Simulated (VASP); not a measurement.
Input of a VASP 6.6.1 run:

INCAR

```
SYSTEM = MnS
ALGO     = Fast           ! electronic algorithm
EDIFF    = 1E-6           ! SCF threshold, eV
ENCUT    = 520            ! plane-wave cutoff, eV
GGA      = PS             ! functional
ISIF     = 2              ! what is computed and relaxed
ISMEAR   = 0              ! smearing method
ISPIN    = 2              ! spin polarisation
LASPH    = .True.         ! aspherical terms in the spheres
LCHARG   = .False.        ! write CHGCAR
LMAXMIX  = 4              ! l up to which the mixer works
LORBIT   = 11             ! projections on sites
LREAL    = .False.        ! projectors in reciprocal space
LWAVE    = .False.        ! write WAVECAR
MAGMOM   = 3.5 0          ! initial moments
NBANDS   = 20             ! bands
NELM     = 150            ! most SCF steps
NUPDOWN  = 3.5            ! fixed moment
PREC     = Accurate       ! precision mode
SIGMA    = 0.15           ! smearing width, eV
```

KPOINTS

```
k-points
0
Gamma
  16 16 16
  0 0 0
```

POSCAR

```
MnS
1.0
    0.0000000000      2.8061091103      2.8061091103
    2.8061091103      0.0000000000      2.8061091103
    2.8061091103      2.8061091103      0.0000000000
Mn S
1 1
Direct
    0.0000000000      0.0000000000      0.0000000000
    0.7500000000      0.7500000000      0.7500000000
```

Potentials or basis: VASP PAW PBE potentials, release 64 (Mn_pv, S).

The run is started by

```console
$ cat potpaw_PBE.64/Mn_pv/POTCAR potpaw_PBE.64/S/POTCAR > POTCAR
$ mpirun -np 1 vasp_std > vasp.out
```

Q: What does it give for the pressure?

A: -12.7 GPa.

Caveat: the PAW data sets were made with another functional, which shifts forces and pressure a little; the total moment is fixed, so each spin has its own Fermi level; a cell with one magnetic atom can't hold antiferromagnetic order, which such compounds often take.
